A block of copper resists being squeezed, and the resistance itself grows as the atoms come closer. The cell below is tetragonal, a body-centred cube slightly flattened along one axis. Each atom has eight nearest neighbours and six more not much farther away, where ordinary copper has twelve at a single distance. The cell keeps its shape while its volume changes. Energies are from density-functional theory with the BLYP functional and are counted from the minimum of a fitted curve. One volume has been left open.

Body-centred tetragonal Cu at fixed cell shape, computed with Ansatz 0.2.0 using the BLYP functional and scalar-relativistic all-electron LAPW. The runs use non-collinear spins without spin-orbit coupling, a 10×10×10 k mesh, cold smearing of 0.1 eV and a basis error of 1 meV/atom. Energies are counted from the minimum of the fitted equation of state.

| volume (Å³/atom) | energy (meV/atom) | pressure (GPa) |
| --- | --- | --- |
| 10.77 | 154.74 | 29.360 |
| 11.00 | 116.37 | 24.400 |
| 11.23 | 84.70 | 19.970 |
| 11.46 | 59.04 | 16.010 |
| 11.69 | 38.73 | 12.460 |
| 11.92 | ? | ? |
| 12.15 | 12.04 | 6.430 |

**(a) How fast does this copper stiffen under compression, and what does that say about the forces in it?**

*Solution.* Stiffness is measured by the bulk modulus, B = −V dP/dV, where V is the volume and P the pressure. Between the two smallest volumes the pressures give a modulus of 235 GPa. Between the two neighbours of the open row they give 156 GPa, a third less. The contacts between atoms have lengthened by only 3% from one place to the other, so the modulus falls roughly as the 13th power of the contact length.

A simple limiting case shows how steep this is. Take a metal made only of a gas of valence electrons held by the positive ions. Its kinetic energy goes as V^(−2/3) and its electrical attraction as V^(−1/3). At zero pressure the modulus of such a metal rises by 3 GPa for each GPa of added pressure, and in the limit of extreme compression by only 5/3.

Copper exceeds both limits. Its modulus climbs from 156 to 235 GPa while the mean pressure of the two places climbs from 9.4 to 26.9 GPa, which is about 4.5 GPa per GPa. Something steeper than the electron gas must be pushing back. One candidate is the filled 3d shells: when they overlap, the Pauli principle forces their electrons into states of higher energy, and overlap grows very quickly as atoms approach. Another is that the valence electrons are kept out of the ion cores, which take up a growing share of the volume. These are arguments from the electronic structure of copper; the rows themselves show only the steepness, and cannot tell whether either of the two, or something else, causes it.

**(b) Predict the energy and the pressure at 11.92 Å³/atom.**

*Solution.* Pressure is minus the slope of the energy curve. If the pressure were the same on both sides of the open row, the energy would run along a straight line and be 25.4 meV/atom halfway. But the pressure falls as the cell expands, so the curve is steep at first and flatter later. It must therefore sag below the line.

The size of the sag follows from the two neighbouring pressures. Let h be the step from the open row to either neighbour and ΔP the pressure difference between the neighbours. The curvature is then ΔP/(2h), and a curve with that curvature lies ½ × h² × ΔP/(2h) = h ΔP/4 below the middle of its chord.

Here h is 0.23 Å³ and ΔP is 12.46 − 6.43 = 6.03 GPa. The sag is 0.23 × 6.03/4 = 0.35 GPa·Å³, and since 1 GPa·Å³ is about 6.2 meV, this is 2.2 meV. The estimate is 25.4 − 2.2 = 23.2 meV/atom.

The same reasoning works one level up for the pressure. If every step in volume relieved the same amount of pressure, the open row would lie on the straight line at 9.45 GPa. Because the metal is stiffer when smaller, the first step relieves more than the second, and the pressure also falls below its line. To find how far, I used the Birch-Murnaghan form, which writes the energy as a cubic in V^(−2/3), and fitted the pressure that follows from it to the six known pressures.

The forecast is **23.2 ± 0.1 meV/atom and 9.28 ± 0.05 GPa**. The ranges are judged from the smoothness of the known rows and do not cover the errors of BLYP. I also expected that the electron gas of part (a), fitted to the known energies, might do almost as well here, so that a hit could not choose between the two forms. They should differ more at the energy minimum, which lies beyond the largest volume.

**(c) Compare with the computed row. What does it decide?**

The withheld rows as computed:

| volume (Å³/atom) | energy (meV/atom) | pressure (GPa) |
| --- | --- | --- |
| 11.92 | 23.23 | 9.280 |

*Solution.* Both values fall inside their ranges, close to the centre. A Birch-Murnaghan fit to the six known energies, which uses no pressures, also gives 23.23 meV/atom. The open row lies between close neighbours on a smooth curve, so the ranges were wider than they needed to be. The hit in pressure is weaker evidence than the hit in energy, because the pressures may themselves have been derived from a curve fitted to the energies.

The expectation about the electron gas was wrong. Its fit gives 23.0 meV/atom, too low by 0.23 meV/atom, which is more than twice the range I had allowed. It stiffens too slowly, and fitting its constants cannot hide this even between two known rows. The difference is smaller than the basis error set for these runs, 1 meV/atom, so the comparison relies on that error varying little from row to row. The Birch-Murnaghan form also has one more constant to adjust, and its success does not identify the 3d shells as the cause.

At the minimum the two forms give 12.78 and 12.65 Å³/atom. They disagree by 0.13 Å³/atom, about 1% of the volume, though both pass within 0.3 meV/atom of every computed row. A close fit inside the table therefore does not guarantee a minimum outside it. The open row could be checked, whereas the minimum lies about 5% beyond the largest volume in the table. The fits are set out in the output that follows.

Nor should that minimum be taken for the size of real copper. Ordinary copper has a different crystal structure, and BLYP is known to make metals of this kind too large and too soft. In these runs the given cell, at 11.46 Å³/atom, is under a pressure of 16 GPa. The rows cannot say how much of that comes from the functional and how much from a cell that was compressed to begin with. A calculation meant to supply an equilibrium volume or a modulus at zero pressure should therefore include volumes on both sides of the functional's own minimum.

Output of the analysis:

```
fit of energy on 6 rows: constant 59.04 +/- 0.0029, coefficient of u 1711 +/- 0.21, coefficient of u2 12831 +/- 2.9, coefficient of u3 6371 +/- 146; rms 0.00269, worst 11.46 -0.00463, leave-one-out rms 0.0136
  rows outside the fit (model, value, miss): 11.92 23.23, 23.23, 0.00353
fit of energy on 6 rows: constant 49908 +/- 573, coefficient of w -103154 +/- 1145, coefficient of w2 53305 +/- 572; rms 0.166, worst 11.69 -0.24, leave-one-out rms 0.71
  rows outside the fit (model, value, miss): 11.92 23, 23.23, -0.232
fit of pressure on 6 rows: coefficient of g 16.01 +/- 0.0011, coefficient of gu 240.1 +/- 0.031, coefficient of gu2 177.1 +/- 1.2; rms 0.00135, worst 11.46 -0.00202, leave-one-out rms 0.00418
  rows outside the fit (model, value, miss): 11.92 9.28, 9.28, 0.000436
Straight-line energy at the hidden volume, meV/atom: 25.38
Sag below that line from the pressure difference, meV/atom: 2.164
Energy estimated by hand at the hidden volume, meV/atom: 23.22
Straight-line pressure at the hidden volume, GPa: 9.445
Modulus between the two smallest volumes, GPa: 234.7
Modulus between the neighbours of the hidden row, GPa: 156.3
Lengthening of contacts between these two places, percent: 3.074
Power of contact length with which the modulus changes: -13.44
Largest gap between energy slope and pressure in known rows, GPa: 0.1138
Extrapolated minimum of the Birch-Murnaghan fit, cubic angstrom/atom: 12.78
Extrapolated minimum of the electron-gas fit, cubic angstrom/atom: 12.65
```
